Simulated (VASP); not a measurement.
The system is AgCl (Chlorargyrite).

```
Ag Cl
1.0
     0.00000    2.73500    2.73500
     2.73500    0.00000    2.73500
     2.73500    2.73500    0.00000
Ag Cl
1 1
Direct
  0.00000 0.00000 0.00000
  0.50000 0.50000 0.50000
```

Program: VASP 6.6.1. Alike in all runs: task band structure; potentials or basis VASP PAW PBE potentials, release 64 (Ag, Cl); no spin polarisation; cell as given; k mesh 6 × 6 × 6; cutoff (eV) 520; smearing gaussian 0.02 eV.

**Question.** Order these runs on this cell by their band gap on the k mesh, lowest first.
A. level HSE03
B. level PBE0; exchange at q = 0 truncated
C. level HSE06; screening parameter 0.2 1/A

**Answer.** A (2.16 eV), C (2.40 eV), B (3.08 eV).

